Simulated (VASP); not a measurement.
# H2Os (P4/mmm) in VASP: settings compared, part 2 of 2

VASP 6.6.1. The steps go on from the part before.

**3. Single point, HSE(alpha, omega)**

POSCAR

```
H2Os
1.0
    2.4917700000      0.0000000000      0.0000000000
    0.0000000000      2.4917700000      0.0000000000
    0.0000000000      0.0000000000      4.6022600000
H Os
2 1
Direct
    0.5000000000      0.5000000000      0.3950400000
    0.5000000000      0.5000000000      0.6049600000
    0.5000000000      0.5000000000      0.0000000000
```

INCAR.step1

```
PREC     = Accurate       # precision mode
ENCUT    = 520            # plane-wave cutoff, eV
EDIFF    = 1E-5           # SCF threshold, eV
ISMEAR   = -1             # smearing method
SIGMA    = 0.05           # smearing width, eV
LREAL    = False          # projectors in reciprocal space
LASPH    = True           # aspherical terms in the spheres
NELM     = 100            # most SCF steps
ALGO     = Normal         # electronic algorithm
ISIF     = 2              # what is computed and relaxed
LWAVE    = True           # write WAVECAR
LCHARG   = False          # write CHGCAR
GGA      = PE             # functional
```

INCAR.step2

```
PREC     = Accurate       # precision mode
ENCUT    = 520            # plane-wave cutoff, eV
EDIFF    = 1E-7           # SCF threshold, eV
ISMEAR   = -1             # smearing method
SIGMA    = 0.05           # smearing width, eV
LREAL    = False          # projectors in reciprocal space
LASPH    = True           # aspherical terms in the spheres
NELM     = 100            # most SCF steps
ALGO     = Normal         # electronic algorithm
ISIF     = 2              # what is computed and relaxed
LWAVE    = False          # write WAVECAR
LCHARG   = False          # write CHGCAR
GGA      = PE             # functional
LHFCALC  = True           # exact exchange
HFSCREEN = 0.2            # screening, 1/A
AEXX     = 0.3            # exact-exchange fraction
PRECFOCK = Fast         
ISTART   = 1
```

KPOINTS

```
Automatic mesh
0
Gamma
  6 6 3
```

Potentials or basis: VASP PAW PBE potentials, release 64 (H, Os).

Started as:

```console
cat potpaw_PBE.64/H/POTCAR potpaw_PBE.64/Os/POTCAR > POTCAR
cp INCAR.step1 INCAR
mpirun -np 1 vasp_std > vasp.out
cp INCAR.step2 INCAR
mpirun -np 1 vasp_std > vasp.out
```

OUTCAR:

```text
PREC = Accurate
   ENCUT = 520
   EDIFF = 1E-7
   ISMEAR = -1
   LREAL = False
   LASPH = True
   NELM = 100
   ISIF = 2
   GGA = PE
   LHFCALC = True
   HFSCREEN = 0.2
   AEXX = 0.3
   PRECFOCK = Fast
   ISTART = 1

 ion  position               nearest neighbor table
   1  0.500  0.500  0.395-   3 1.82
   2  0.500  0.500  0.605-   3 1.82
   3  0.500  0.500  0.000-   1 1.82   2 1.82

  LATTYP: Found a simple tetragonal cell.
 ALAT       =     2.4917700000
 C/A-ratio  =     1.8469842722

  Lattice vectors:

 A1 = (   2.4917700000,   0.0000000000,   0.0000000000)
 A2 = (   0.0000000000,   2.4917700000,   0.0000000000)
 A3 = (   0.0000000000,   0.0000000000,   4.6022600000)

Analysis of symmetry for initial positions (statically):
=====================================================================
 Subroutine PRICEL returns:
 Original cell was already a primitive cell.

 Routine SETGRP: Setting up the symmetry group for a
 simple tetragonal supercell.

 Subroutine GETGRP returns: Found 16 space group operations
 (whereof 16 operations were pure point group operations)
 out of a pool of 16 trial point group operations.

The static configuration has the point symmetry D_4h.

Analysis of symmetry for dynamics (positions and initial velocities):
=====================================================================
 Subroutine PRICEL returns:
 Original cell was already a primitive cell.

 Routine SETGRP: Setting up the symmetry group for a
 simple tetragonal supercell.

 Subroutine GETGRP returns: Found 16 space group operations
 (whereof 16 operations were pure point group operations)
 out of a pool of 16 trial point group operations.

The dynamic configuration has the point symmetry D_4h.

 Subroutine INISYM returns: Found 16 space group operations
 (whereof 16 operations are pure point group operations),
 and found     1 'primitive' translations

----------------------------------------------------------------------------------------

                                     Primitive cell

  volume of cell :      28.5751

  direct lattice vectors                    reciprocal lattice vectors
     2.491770000  0.000000000  0.000000000     0.401321149  0.000000000  0.000000000
     0.000000000  2.491770000  0.000000000     0.000000000  0.401321149  0.000000000
     0.000000000  0.000000000  4.602260000     0.000000000  0.000000000  0.217284552

  length of vectors
     2.491770000  2.491770000  4.602260000     0.401321149  0.401321149  0.217284552

  position of ions in fractional coordinates (direct lattice)
     0.500000000  0.500000000  0.395040000
     0.500000000  0.500000000  0.604960000
     0.500000000  0.500000000  0.000000000

  ion indices of the primitive-cell ions
   primitive index   ion index
                 1           1
                 2           2
                 3           3

----------------------------------------------------------------------------------------
[... 48 lines left out ...]
   number of dos      NEDOS =    301   number of ions     NIONS =      3
   total plane-waves  NPLWV =  14400
   dimension x,y,z NGX =    20 NGY =   20 NGZ =   36
   dimension x,y,z NGXF=    40 NGYF=   40 NGZF=   72
   ions per type =               2   1
   NGX,Y,Z   is equivalent  to a cutoff of  13.34, 13.34, 13.00 a.u.
   NGXF,Y,Z  is equivalent  to a cutoff of  26.69, 26.69, 26.01 a.u.
 SYSTEM =  unknown system
   PREC   = accura    normal or accurate (medium, high low for compatibility)
   ISTART =      1    job   : 0-new  1-cont  2-samecut
   ICHARG =      0    charge: 1-file 2-atom 10-const
   ISPIN  =      1    spin polarized calculation?
   LNONCOLLINEAR =      F non collinear calculations
   LSORBIT =      F    spin-orbit coupling
   LASPH  =      T    aspherical Exc in radial PAW
   ENCUT  =  520.0 eV  38.22 Ry    6.18 a.u.   4.63  4.63  8.56*2*pi/ulx,y,z
   NELM   =    100;   NELMIN=  2; NELMDL=  0     # of ELM steps
   EDIFF  = 0.1E-06   stopping-criterion for ELM
   LREAL  =      F    real-space projection
   EDIFFG = 0.1E-05   stopping-criterion for IOM
   NSW    =      0    number of steps for IOM
   IBRION =     -1    ionic relax: 0-MD 1-quasi-New 2-CG
   NFREE  =      0    steps in history (QN), initial steepest desc. (CG)
   ISIF   =      2    stress and relaxation
   ISYM   =      3    0-nonsym 1-usesym 2-fastsym
   POTIM  = 0.5000    time-step for ionic-motion
   TEBEG  =    0.0;   TEEND  =   0.0 temperature during run
   PSTRESS=    0.0 pullay stress
   NELECT =      10.0000    total number of electrons
   NUPDOWN=      -1.0000    fix difference up-down
   EMIN   =  10.00;   EMAX   =-10.00  energy-range for DOS
   EFERMI =   0.00;   METHOD = LEGACY
   ISMEAR =    -1;   SIGMA  =   0.05  broadening in eV -4-tet -1-fermi 0-gaus
   EFERMI_NEDOS =   21; number of points for ismear=-14 and -15
   IALGO  =     38    algorithm
   IMIX   =      1    mixing-type and parameters
     AMIX     =   0.40;   BMIX     =  1.00
     AMIX_MAG =   1.60;   BMIX_MAG =  1.00
  volume/ion in A,a.u.               =       9.53        64.28
  Fermi-wavevector in a.u.,A,eV,Ry     =   1.153663  2.180108 18.108530  1.330939
  Thomas-Fermi vector in A             =   2.290306
   LORBIT       =      0    0 simple, 1 ext, 2 COOP (PROOUT), +10 PAW based schemes
   GGA     = PE    functional components
   LHFCALC =     T    Hartree Fock is set to
   PRECFOCK=fast      Normal, Fast or Accurate (Low or Medium for compatibility)
   ENCUT4O =  -1.0   cutoff for four orbital integrals eV
   NKREDX  =     1    reduce k-point grid by
   NKREDY  =     1    reduce k-point grid by
   NKREDZ  =     1    reduce k-point grid by
   AEXX    =    0.3000 exact exchange contribution
   HFSCREEN=    0.2000 screening length (either q_TF or 0.3 A-1)
   HFSCREENC=   0.2000 screening length for correlation (either q_TF or 0.3 A-1)
   ENCUTFOCK=  -1.0 apply spherical cutoff to Coloumb kernel
   IVDW    =     0    specifies the selected vdW correction
   LEPSILON=     F    determine dielectric tensor
   LRPA    =     F    only Hartree local field effects (RPA)
 non-spin polarized calculation
  energy-cutoff  :      520.00
  volume of cell :       28.58
 maximum number of plane-waves:       789
 NGX is ok and might be reduce to    20
  NGX = 12; NGY = 12; NGZ = 24

 number of electron      10.0000001 magnetization

 Free energy of the ion-electron system (eV)
  ---------------------------------------------------
  ext. energy  EPLUGINS =         0.00000000
  ---------------------------------------------------
  free energy    TOTEN  =       -18.58044108 eV

  energy without entropy =      -18.57394583  energy(sigma->0) =      -18.57719346

 E-fermi :   2.8640     XC(G=0):  -8.4691

 val. band max:        2.7697393315   @ k =   0.3333   0.1667   0.3333
 cond. band min:       3.1087369854   @ k =   0.5000   0.1667   0.3333
 fundamental gap:      0.3389976539
 Fermi energy:         2.8639868843

 k-point     1 :       0.0000    0.0000    0.0000
  band No.  band energies     occupation
      1      -8.2721      2.00000
      2      -5.2985      2.00000
      3      -4.3353      2.00000
      4       2.3990      1.99982
      5       4.0496      0.00000
      6       4.0496      0.00000
      7       6.5288      0.00000
      8       6.6347      0.00000
      9      17.7440      0.00000
[... 217 lines left out ...]
 k-point    20 :       0.5000    0.5000    0.3333
  band No.  band energies     occupation
      1      -4.7336      2.00000
      2      -2.4424      2.00000
      3      -1.0350      2.00000
      4      -1.0350      2.00000
      5       2.4079      1.99978
      6       9.0487      0.00000
      7      11.2391      0.00000
      8      11.2391      0.00000
      9      14.0240      0.00000

------------------------ aborting loop because EDIFF is reached ----------------------------------------

  FORCE on cell =-STRESS in cart. coord.  units (eV):
  Direction    XX          YY          ZZ          XY          YZ          ZX
  --------------------------------------------------------------------------------------
  -------------------------------------------------------------------------------------
  Total       -1.5779537     -1.5779537     -1.2745900      0.0000000      0.0000000     -0.0000000
  in kB      -88.4744331    -88.4744331    -71.4651044      0.0000000      0.0000000     -0.0000000
  external PRESSURE =     -82.8046569 kB  Pullay stress =       0.0000000 kB

 VOLUME and BASIS-vectors are now :
 -----------------------------------------------------------------------------
  energy-cutoff  :      520.00
  volume of cell :       28.58
      direct lattice vectors                 reciprocal lattice vectors
     2.491770000  0.000000000  0.000000000     0.401321149  0.000000000  0.000000000
     0.000000000  2.491770000  0.000000000     0.000000000  0.401321149  0.000000000
     0.000000000  0.000000000  4.602260000     0.000000000  0.000000000  0.217284552

 POSITION                                       TOTAL-FORCE (eV/Angst)
 -----------------------------------------------------------------------------------
      1.24588      1.24588      1.81808         0.000000      0.000000      0.029595
      1.24588      1.24588      2.78418         0.000000      0.000000     -0.029595
      1.24588      1.24588      0.00000         0.000000      0.000000      0.000000
 -----------------------------------------------------------------------------------
    total drift:                               -0.000000     -0.000001      0.000000

  FREE ENERGIE OF THE ION-ELECTRON SYSTEM (eV)
  ---------------------------------------------------
  free  energy   TOTEN  =       -18.5804410800 eV

  energy  without entropy=      -18.5739458305  energy(sigma->0) =      -18.57719346
```

Wall time 3.4 min (1 thread of Intel Xeon Platinum 8488C (Sapphire Rapids), shared host); peak memory 0.24 GiB.

Results:

- Free energy: -18.5804 eV
- Pressure: -8.3 GPa
- Largest force: 0.030 eV/Å
- Band gap on the k mesh: none (metal or under the smearing width)

Forces on the atoms (eV/Å):
```
H    0.000  0.000  0.030
H    0.000  0.000 -0.030
Os   0.000  0.000  0.000
```

Stress tensor (GPa, compression positive):
```
-8.85  0.00  0.00
 0.00 -8.85  0.00
 0.00  0.00 -7.15
```

Levels at points of the mesh, in eV from the Fermi level:
```csv
k point,band 3,band 4,band 5,band 6,band 7,band 8
"(0.00, 0.00, 0.00)",-7.20,-0.46,1.19,1.19,3.66,3.77
"(0.50, 0.00, 0.00)",-5.27,-0.49,0.68,1.86,4.03,4.05
"(0.50, 0.50, 0.00)",-3.79,-3.79,4.59,6.19,7.31,7.31
```

Caveat: the k mesh is coarse (spacing up to 0.46 Å⁻¹), so the values aren't converged, least of all with exact exchange; the PAW data sets were made with another functional, which shifts forces and pressure a little. Spin-orbit coupling is left out, which matters for the levels of Os.

**4. Single point, HSE(alpha, omega)**

POSCAR is that of step 3.

INCAR.step1 is that of step 3.

Edit INCAR.step2 of step 3 so:

```diff
@@ -15,3 +15,3 @@
 HFSCREEN = 0.2            # screening, 1/A
-AEXX     = 0.3            # exact-exchange fraction
+AEXX     = 0.4            # exact-exchange fraction
 PRECFOCK = Fast
```

KPOINTS is that of step 3.

Started as:

```console
cat potpaw_PBE.64/H/POTCAR potpaw_PBE.64/Os/POTCAR > POTCAR
cp INCAR.step1 INCAR
mpirun -np 1 vasp_std > vasp.out
cp INCAR.step2 INCAR
mpirun -np 1 vasp_std > vasp.out
```

It took 3.1 min on 1 thread of Intel Xeon Platinum 8488C (Sapphire Rapids), shared host; peak memory 0.24 GiB.

The run converged. Its results:

- Free energy: -19.5836 eV
- Pressure: -10.7 GPa
- Largest force: 0.022 eV/Å
- Band gap on the k mesh: none (metal or under the smearing width)

Forces in eV/Å, atoms in the order of the input:
```
H    0.000  0.000  0.022
H    0.000  0.000 -0.022
Os   0.000  0.000  0.000
```

Stress tensor (GPa, compression positive):
```
-11.52   0.00   0.00
  0.00 -11.52   0.00
  0.00   0.00  -8.96
```

Levels at points of the mesh, in eV from the Fermi level:
| k point | band 1 | band 2 | band 3 | band 4 | band 5 | band 6 | band 7 | band 8 | band 9 |
| --- | --- | --- | --- | --- | --- | --- | --- | --- | --- |
| (0.00, 0.00, 0.00) | -11.55 | -8.45 | -7.47 | -0.44 | 1.27 | 1.27 | 3.93 | 4.24 | 15.42 |
| (0.50, 0.00, 0.00) | -8.79 | -6.42 | -5.55 | -0.27 | 0.80 | 1.98 | 4.27 | 4.29 | 9.19 |
| (0.50, 0.50, 0.00) | -7.82 | -6.90 | -4.02 | -4.02 | 4.84 | 6.56 | 7.68 | 7.68 | 7.81 |

Caveat: the k mesh is coarse (spacing up to 0.46 Å⁻¹), so the values aren't converged, least of all with exact exchange; the PAW data sets were made with another functional, which shifts forces and pressure a little.

**5. Single point, HSE(alpha, omega)**

POSCAR is that of step 4.

INCAR.step1 is that of step 4.

Edit INCAR.step2 of step 4 so:

```diff
@@ -15,3 +15,3 @@
 HFSCREEN = 0.2            # screening, 1/A
-AEXX     = 0.4            # exact-exchange fraction
+AEXX     = 0.5            # exact-exchange fraction
 PRECFOCK = Fast
```

KPOINTS is that of step 4.

Started as:

```console
cat potpaw_PBE.64/H/POTCAR potpaw_PBE.64/Os/POTCAR > POTCAR
cp INCAR.step1 INCAR
mpirun -np 1 vasp_std > vasp.out
cp INCAR.step2 INCAR
mpirun -np 1 vasp_std > vasp.out
```

It took 3.9 min on 1 thread of Intel Xeon Platinum 8488C (Sapphire Rapids), shared host; peak memory 0.24 GiB.

The run converged. Its results:

| Quantity | Value |
| --- | --- |
| Free energy | -20.6086 eV |
| Pressure | -11.9 GPa |
| Largest force | 0.072 eV/Å |
| Band gap on the k mesh | none (metal or under the smearing width) |

Forces in eV/Å, atoms in the order of the input:
```
H    0.000  0.000  0.072
H    0.000  0.000 -0.072
Os   0.000  0.000  0.000
```

Stress tensor (GPa, compression positive):
```
-12.26   0.00   0.00
  0.00 -12.26   0.00
  0.00   0.00 -11.23
```

Levels at points of the mesh, in eV from the Fermi level:
| k point | band 2 | band 3 | band 4 | band 5 | band 6 | band 7 | band 8 | band 9 |
| --- | --- | --- | --- | --- | --- | --- | --- | --- |
| (0.00, 0.00, 0.00) | -8.88 | -7.97 | -0.40 | 1.18 | 1.18 | 4.17 | 4.77 | 15.90 |
| (0.50, 0.00, 0.00) | -6.79 | -5.97 | 0.36 | 0.76 | 1.81 | 4.45 | 4.56 | 9.45 |
| (0.50, 0.50, 0.00) | -7.19 | -4.43 | -4.43 | 5.06 | 6.70 | 7.99 | 7.99 | 8.23 |

Caveat: the k mesh is coarse (spacing up to 0.46 Å⁻¹), so the values aren't converged, least of all with exact exchange; the PAW data sets were made with another functional, which shifts forces and pressure a little. Spin-orbit coupling is left out, which matters for the levels of Os.

**6. The reference run**

An earlier run on the cell as given: functional PBE; potentials or basis VASP PAW PBE potentials, release 64 (H, Os); cutoff 520 eV; k mesh 11 × 11 × 6; occupations fermi-dirac, width 0.05 eV; no spin polarisation.

* Pressure: 0.1 GPa
* Largest force: 0.049 eV/Å
* Band gap on the k mesh: none (metal or under the smearing width)

**7. The runs side by side**

| level | k mesh | share of exact exchange | grid for exact exchange (PRECFOCK) | mesh quality | gap on the mesh (eV) | pressure (GPa) | largest force (eV/Å) |
| --- | --- | --- | --- | --- | --- | --- | --- |
| HSE(alpha, omega) | 6 × 6 × 3 | 0.25 | Fast | coarse | none | -7.1 | 0.03 |
| HSE(alpha, omega) | 6 × 6 × 3 | 0.3 | Fast | coarse | none | -8.3 | 0.03 |
| HSE(alpha, omega) | 6 × 6 × 3 | 0.4 | Fast | coarse | none | -10.7 | 0.02 |
| HSE(alpha, omega) | 6 × 6 × 3 | 0.5 | Fast | coarse | none | -11.9 | 0.07 |
| PBE | 11 × 11 × 6 | - | - | not flagged | none | 0.1 | 0.05 |

Alike in all rows: task single point; potentials or basis VASP PAW PBE potentials, release 64 (H, Os); no spin polarisation; cell as given; cutoff (eV) 520; smearing fermi-dirac 0.05 eV.

Caveats: some runs use coarse meshes; the PAW data sets were made with another functional, which shifts forces and pressure a little (some runs).

Absolute energies hang on the potentials; compare differences alone.
